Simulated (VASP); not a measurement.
A run of VASP 6.6.1 is set up as follows.

The input INCAR:

```
ALGO = Normal ; EDIFF = 1E-7
EDIFFG = -0.005 ; ENCUT = 600
GGA = CA ; IBRION = 2
ISIF = 3 ; ISMEAR = 0
LASPH = T ; LCHARG = F
LREAL = F ; LWAVE = F
NELM = 80 ; NSW = 90
PREC = Accurate ; SIGMA = 0.02
```

Contents of KPOINTS:

```
k-points
0
Gamma
  10 10 10
```

File POSCAR:

```
CdTe
1.0
    0.0000000000      3.2821135600      3.2821135600
    3.2821135600      0.0000000000      3.2821135600
    3.2821135600      3.2821135600      0.0000000000
Cd Te
1 1
Direct
    0.0000000000      0.0000000000      0.0000000000
    0.7500000000      0.7500000000      0.7500000000
```

Potentials or basis: VASP PAW LDA potentials, release 64 (Cd, Te).

Launch:

```bash
$ cat potpaw_LDA.64/Cd/POTCAR potpaw_LDA.64/Te/POTCAR > POTCAR
$ mpirun -np 1 vasp_std > vasp.out
```

**Question.** Predict the relaxed volume.

**Answer.** 33.07 Å³/atom.

**Question.** What does it give for the space group after relaxing (to 0.05 Å)?

**Answer.** F-43m (No. 216).

The path:
```csv
step,energy change (eV),largest force (eV/Å),pressure (GPa),volume (Å³)
1,0.0000,0.0000,-2.64,70.71
2,-0.0368,0.0000,0.89,64.92
3,-0.0401,0.0000,0.00,66.13
```
